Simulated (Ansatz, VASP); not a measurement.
**Be in VASP and in Ansatz**

```
CELL_PARAMETERS angstrom
0.00000 1.97638 1.97638
1.97638 0.00000 1.97638
1.97638 1.97638 0.00000
ATOMIC_POSITIONS crystal
Be 0.87500 0.87500 0.87500
Be 0.12500 0.12500 0.12500
```

Change from the starting cell: volume scaled by 0.55, LAPW.

Alike in both runs: task single point; functional LDA; k mesh 15 × 15 × 15; occupations fermi-dirac, width 0.08 eV; no spin polarisation.

|  | VASP | Ansatz |
| --- | --- | --- |
| version | VASP 6.6.1 | Ansatz 0.2.0 |
| potentials or method | VASP PAW LDA potentials, release 64 (Be), cutoff 520 eV | all-electron LAPW, scalar-relativistic |

|  | VASP | Ansatz | Ansatz less VASP |
| --- | --- | --- | --- |
| pressure (GPa) | 77.1 | 76.4 | -0.72 |

Ansatz ran all-electron here, so the differences hold the error of VASP's frozen core and of both bases.

Caveats: the cell as given lies far from equilibrium; so large a pressure means that the cell lies far from this level's equilibrium, or that cutoff or potentials fall short (VASP).
